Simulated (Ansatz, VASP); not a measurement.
## One calculation of Ta, two programs

INCAR

```
SYSTEM = Ta
PREC = Accurate ; ENCUT = 520
EDIFF = 1E-6 ; ISMEAR = -1
SIGMA = 0.1 ; LREAL = .FALSE.
LASPH = .TRUE. ; NELM = 60
ALGO = Normal ; ISIF = 2
LWAVE = .FALSE. ; LCHARG = .TRUE.
GGA = B5 ; ALDAX = 1.0
AGGAX = 1.0 ; AGGAC = 1.0
ALDAC = 0.0 ; LELF = .TRUE.
LVHAR = .TRUE. ; NBANDS = 12
```

The input KPOINTS:

```
Automatic mesh
0
G
  13 13 13
  0 0 0
```

The input POSCAR:

```
Ta
1.0
    2.6623303078      0.0000000000      0.0000000000
    0.0000000000      2.6623303078      0.0000000000
    0.0000000000      0.0000000000      2.6623303078
Ta
1
Direct
    0.0000000000      0.0000000000      0.0000000000
```

Input for Ansatz:

```yaml
crystal:
  lattice:
    - [2.6623303078, 0.0, 0.0]
    - [0.0, 2.6623303078, 0.0]
    - [0.0, 0.0, 2.6623303078]
  atoms:
    - { symbol: Ta, position: [0.0, 0.0, 0.0] }
hamiltonian:
  xc: blyp
  pseudopotentials:
    kind: paw
    azcp:
      Ta: "pseudopotentials/Ta.paw.azcp"
basis:
  ecutwfc: 420
  fft_grid_basis: typed
kpoints:
  mp_grid: { grid: [13, 13, 13], shift: [0, 0, 0] }
magnetization:
  spin_polarized: false
scf:
  occupations: { method: fermi_dirac, width: 0.1 }
  lower_state_search: "off"
output:
  stress: true
```

Alike in both runs: task single point; functional BLYP; k mesh 13 × 13 × 13; occupations fermi-dirac, width 0.1 eV; no spin polarisation.

|  | VASP | Ansatz |
| --- | --- | --- |
| version | VASP 6.6.1 | Ansatz 0.2.0 |
| potentials or method | VASP PAW PBE potentials, release 64 (Ta_pv) | plane waves (420 eV) with PAW, scalar-relativistic |
| plane-wave cutoff (eV) | 520 | 420 |
| valence electrons in the cell | 11 | 13 |

|  | VASP | Ansatz | Ansatz less VASP |
| --- | --- | --- | --- |
| pressure (GPa) | 22.6 | 21.5 | -1.09 |

The two sets of potentials don't hold the same shells in valence.

Caveats: so large a pressure means that the cell lies far from this level's equilibrium, or that cutoff or potentials fall short (VASP); the potentials were made for another functional, which shifts forces and pressure (VASP). Spin-orbit coupling is left out, which matters for the levels of Ta.
